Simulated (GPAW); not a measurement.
The system is SnSe2.

```
Sn Se
1.0
     3.81100    0.00000    0.00000
    -1.90550    3.30042    0.00000
     0.00000    0.00000    6.13600
Sn Se
1 2
Direct
  0.00000 0.00000 0.00000
  0.66667 0.33333 0.75100
  0.33333 0.66667 0.24900
```

* Program: GPAW 26.7.0
* Task: relaxation of cell and atoms
* Functional: WC
* Potentials or basis: PAW data sets generated in the run's folder for this functional
* Cutoff: 600 eV
* Basis: pw
* k mesh: 6 × 6 × 3
* Occupations: fermi-dirac, width 0.05 eV
* Spin: no spin polarisation

At the start: pressure 2.6 GPa; volume 25.73 Å³/atom.

Task: Where does the relaxation end?

Result: Over 23 steps the energy falls by 11.4 meV/atom and the volume is 26.17 Å³/atom (+1.7 %); space group P-3m1 (No. 164, to 0.05 Å).

Step by step:
| step | energy change (eV) | largest force (eV/Å) | pressure (GPa) | volume (Å³) |
| --- | --- | --- | --- | --- |
| 1 | 0.0000 | 0.5819 | 2.57 | 77.18 |
| 2 | -0.0112 | 0.4758 | 2.02 | 77.50 |
| 3 | -0.0257 | 0.2884 | 1.08 | 78.07 |
| 4 | -0.0334 | 0.0604 | -0.02 | 78.78 |
| 5 | -0.0301 | 0.1591 | -1.02 | 79.42 |
| 6 | -0.0304 | 0.1519 | -0.98 | 79.38 |
| 7 | -0.0310 | 0.1376 | -0.90 | 79.32 |
| 8 | -0.0318 | 0.1169 | -0.79 | 79.22 |
| 9 | -0.0327 | 0.0906 | -0.64 | 79.10 |
| 10 | -0.0334 | 0.0597 | -0.47 | 78.96 |
| 11 | -0.0339 | 0.0257 | -0.28 | 78.80 |
| 12 | -0.0342 | 0.0097 | -0.08 | 78.63 |
| 13 | -0.0340 | 0.0444 | 0.13 | 78.45 |
| 14 | -0.0340 | 0.0438 | 0.13 | 78.45 |
| 15 | -0.0341 | 0.0428 | 0.13 | 78.45 |
| 16 | -0.0341 | 0.0412 | 0.12 | 78.46 |
| 17 | -0.0341 | 0.0392 | 0.11 | 78.46 |
| 18 | -0.0341 | 0.0367 | 0.10 | 78.47 |
| 19 | -0.0341 | 0.0338 | 0.09 | 78.48 |
| 20 | -0.0341 | 0.0305 | 0.07 | 78.48 |
| 21 | -0.0342 | 0.0264 | 0.06 | 78.49 |
| 22 | -0.0342 | 0.0216 | 0.04 | 78.50 |
| 23 | -0.0342 | 0.0158 | 0.01 | 78.52 |

Final structure:
```xyz
3
Lattice="3.8217 0.0000 0.0000 -1.9108 3.3097 0.0000 0.0000 0.0000 6.2075" Properties=species:S:1:pos:R:3 pbc="T T T"
Sn    0.0000    0.0000    0.0000
Se    1.9108    1.1032    4.6261
Se    0.0000    2.2065    1.5815
```

Caveat: later steps reuse the first step's grids; this functional lacks dispersion, which binds the layers, so the pressure and a relaxed spacing across them are unreliable.
